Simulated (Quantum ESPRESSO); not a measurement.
KCl:

```
CELL_PARAMETERS angstrom
3.83920 0.00000 0.00000
0.00000 3.83920 0.00000
0.00000 0.00000 3.83920
ATOMIC_POSITIONS crystal
K 0.00000 0.00000 0.00000
Cl 0.50000 0.50000 0.50000
```

Measurements of this composition are mostly on another form, of space group No. 225.

Program: Quantum ESPRESSO 7.5. Alike in all runs: task band structure; no spin polarisation; cell as given; smearing fermi-dirac 0.05 eV.

Q: Order these runs on this cell by their band gap on the k mesh, lowest first.
A. level LDA; potentials or basis GBRV 1.5 LDA; k mesh 7 × 7 × 7; cutoff (eV) 612; SCF threshold 4e-10 Ry; form of the LDA correlation PZ81
B. level PBEsol; potentials or basis GBRV 1.5 PBEsol; k mesh 7 × 7 × 7; cutoff (eV) 612; SCF threshold 4e-10 Ry
C. level r2SCAN; potentials or basis SG15 PBE 1.2; k mesh 5 × 5 × 5; cutoff (eV) 952; SCF threshold 1e-08 Ry; symmetry off

A: A (4.38 eV), B (4.64 eV), C (5.49 eV).

Caveats: some levels on the path didn't converge (some runs); this potential file gives levels or pressures that part from those of other sets (some runs).

A k mesh can miss the band edges.
